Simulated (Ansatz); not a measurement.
# Si: the cost of one run

All numbers below are computed with Ansatz 0.2 early development (run time, relaxation, PBE, NC).

## 1. Starting point

It holds 64 Si; a = 10.862 Å, b = 10.862 Å, c = 10.862 Å, α = 90.00°, β = 90.00°, γ = 90.00°; 20.02 Å³ an atom; space group P1.

Cell or atoms stand a little off a more symmetric structure (Fd-3m at a tolerance of 0.3 Å), so results at this geometry aren't those of that ideal crystal.

## 2. The calculation

The input, input.yaml:

```yaml
crystal:
  lattice:
    - [10.862, 0, 0]
    - [0, 10.862, 0]
    - [0, 0, 10.862]
  atoms:
    - { symbol: Si, position: [-0.001572, 0.000265, -0.00078] }
    - { symbol: Si, position: [0.000624, 0.250754, 0.247393] }
    - { symbol: Si, position: [0.247079, 0.002025, 0.248556] }
    - { symbol: Si, position: [0.248406, 0.252974, -0.000178] }
    - { symbol: Si, position: [0.127019, 0.124858, 0.125834] }
    - { symbol: Si, position: [0.122904, 0.375809, 0.377208] }
    - { symbol: Si, position: [0.375139, 0.126448, 0.376028] }
    - { symbol: Si, position: [0.372384, 0.376549, 0.125547] }
    - { symbol: Si, position: [-0.001192, -0.002814, 0.502193] }
    - { symbol: Si, position: [-0.000164, 0.251313, 0.752273] }
    - { symbol: Si, position: [0.251285, 0.002527, 0.74937] }
    - { symbol: Si, position: [0.251805, 0.249668, 0.502614] }
    - { symbol: Si, position: [0.127273, 0.122585, 0.622816] }
    - { symbol: Si, position: [0.123302, 0.377793, 0.874617] }
    - { symbol: Si, position: [0.37576, 0.123806, 0.875043] }
    - { symbol: Si, position: [0.374315, 0.374105, 0.62551] }
    - { symbol: Si, position: [0.000506, 0.502425, 0.001092] }
    - { symbol: Si, position: [0.002574, 0.752138, 0.252946] }
    - { symbol: Si, position: [0.251028, 0.497979, 0.252164] }
    - { symbol: Si, position: [0.252788, 0.752428, 0.000415] }
    - { symbol: Si, position: [0.126283, 0.623267, 0.12699] }
    - { symbol: Si, position: [0.125441, 0.87371, 0.372381] }
    - { symbol: Si, position: [0.377124, 0.627939, 0.372531] }
    - { symbol: Si, position: [0.376804, 0.874463, 0.122905] }
    - { symbol: Si, position: [-0.001237, 0.501613, 0.502237] }
    - { symbol: Si, position: [-0.002735, 0.750687, 0.74727] }
    - { symbol: Si, position: [0.251311, 0.498986, 0.752285] }
    - { symbol: Si, position: [0.252884, 0.750033, 0.502991] }
    - { symbol: Si, position: [0.123858, 0.622462, 0.625599] }
    - { symbol: Si, position: [0.122188, 0.873184, 0.874448] }
    - { symbol: Si, position: [0.375663, 0.622937, 0.872255] }
    - { symbol: Si, position: [0.377207, 0.873883, 0.627752] }
    - { symbol: Si, position: [0.50238, -0.000733, -0.000238] }
    - { symbol: Si, position: [0.50012, 0.250863, 0.250574] }
    - { symbol: Si, position: [0.750356, 0.000721, 0.252644] }
    - { symbol: Si, position: [0.750042, 0.249587, 0.001322] }
    - { symbol: Si, position: [0.623426, 0.123807, 0.127867] }
    - { symbol: Si, position: [0.625127, 0.375291, 0.372069] }
    - { symbol: Si, position: [0.874491, 0.12548, 0.37212] }
    - { symbol: Si, position: [0.875695, 0.375793, 0.12236] }
    - { symbol: Si, position: [0.500764, -0.000202, 0.501076] }
    - { symbol: Si, position: [0.499115, 0.251242, 0.751428] }
    - { symbol: Si, position: [0.747133, -0.002637, 0.751056] }
    - { symbol: Si, position: [0.75278, 0.248507, 0.499738] }
    - { symbol: Si, position: [0.625556, 0.12392, 0.624184] }
    - { symbol: Si, position: [0.623876, 0.374215, 0.875574] }
    - { symbol: Si, position: [0.873802, 0.124263, 0.876634] }
    - { symbol: Si, position: [0.872162, 0.375416, 0.626411] }
    - { symbol: Si, position: [0.49886, 0.498335, 0.001823] }
    - { symbol: Si, position: [0.498432, 0.748124, 0.249611] }
    - { symbol: Si, position: [0.751188, 0.497611, 0.248932] }
    - { symbol: Si, position: [0.749003, 0.752001, -0.000369] }
    - { symbol: Si, position: [0.627133, 0.623016, 0.12402] }
    - { symbol: Si, position: [0.625901, 0.877309, 0.374707] }
    - { symbol: Si, position: [0.87335, 0.622726, 0.375178] }
    - { symbol: Si, position: [0.873145, 0.876841, 0.127031] }
    - { symbol: Si, position: [0.498102, 0.498672, 0.501843] }
    - { symbol: Si, position: [0.500852, 0.751838, 0.749072] }
    - { symbol: Si, position: [0.747778, 0.498752, 0.751763] }
    - { symbol: Si, position: [0.748627, 0.749078, 0.499501] }
    - { symbol: Si, position: [0.624519, 0.624457, 0.627524] }
    - { symbol: Si, position: [0.622936, 0.872028, 0.87766] }
    - { symbol: Si, position: [0.87728, 0.627921, 0.874606] }
    - { symbol: Si, position: [0.877701, 0.877564, 0.623333] }
basis:
  ecutwfc: "300 eV"
kpoints:
  mp_grid: { grid: [1, 1, 1], shift: [0, 0, 0] }
hamiltonian:
  xc: pbe
  pseudopotentials: { kind: nc, accuracy: standard }
scf:
  occupations: { method: fermi_dirac, width: "0.05 eV" }
  max_iter: 100
  lower_state_search: "off"
relax:
  max_steps: 3
  f_tol: 1.0
output:
  eigenvalues: false
```

On the command line:

```sh
ansatz run input --backend cuda --devices 1 --threads 11 --events-out ev
```

What time and memory should one allow on 1 × NVIDIA GB300 with 11 threads of Arm Neoverse V2 (Grace), shared host?

About 2.8 s, with a peak of 1.4 GiB on the host and 1.8 GiB on a GPU.
